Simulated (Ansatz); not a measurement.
# Ti2C: the cost of one run

Computed with Ansatz 0.2.0 (DFT PBEsol, scalar-relativistic, plane waves, PAW, unless a step's input says otherwise).

2 further runs of the same task are left out: 2 set aside as unsound or not needed.

## (1) The starting structure

The structure is trigonal, space group R-3m (No. 166). The conventional cell has a = 3.053 Å, b = 3.053 Å, c = 14.349 Å, α = 90.00°, β = 90.00°, γ = 120.00°. Ti (site symmetry 3m) is surrounded by 3 C at 2.10 Å. C (site symmetry -3m) is surrounded by 6 Ti at 2.10 Å.

Coordinates:

```cif
data_structure
_symmetry_space_group_name_H-M 'R-3m:H'
_symmetry_Int_Tables_number 166
_cell_length_a 3.0534
_cell_length_b 3.0534
_cell_length_c 14.3487
_cell_angle_alpha 90.000
_cell_angle_beta 90.000
_cell_angle_gamma 120.000
_cell_volume 115.85
loop_
_atom_site_label
_atom_site_type_symbol
_atom_site_symmetry_multiplicity
_atom_site_Wyckoff_symbol
_atom_site_fract_x
_atom_site_fract_y
_atom_site_fract_z
_atom_site_occupancy
Ti1 Ti 6 c 0.33333 0.66667 0.91244 1
C1 C 3 b 0.66667 0.33333 0.83333 1
```

It goes back to an entry of the Materials Project, which need not be the stable form.

It is the result of an earlier relaxation at this level (volume 12.87 Å³/atom; gap on the mesh: none (metal)).

## (2) The reference run: phonons at Γ

input.yaml reads:

```yaml
crystal:
  lattice:
    - [1.5266989114, 0.8814400274, 4.7828928208]
    - [-1.5266989114, 0.8814400274, 4.7828928208]
    - [0.0, -1.7628800549, 4.7828928208]
  atoms:
    - { symbol: Ti, position: [0.2457685062, 0.2457685062, 0.2457685062] }
    - { symbol: Ti, position: [0.7542314938, 0.7542314938, 0.7542314938] }
    - { symbol: C, position: [0.5, 0.5, 0.5] }
basis:
  ecutwfc: 420
kpoints:
  mp_grid: { grid: [18, 18, 18] }
hamiltonian:
  xc: pbesol
scf:
  occupations: { method: fermi_dirac, width: 0.15 }
output:
  eigenvalues: true
phonons:
  method: dfpt
```

On the command line:

```console
$ ansatz run input.yaml --threads 1 --pin off --max-ram 3072MiB --backend cpu --events-out ev --progress --plain --runs-dir out
```

What time and memory should one allow on 1 thread of Arm Neoverse V1, shared host?

About 31 min, with a peak of 2.8 GiB.
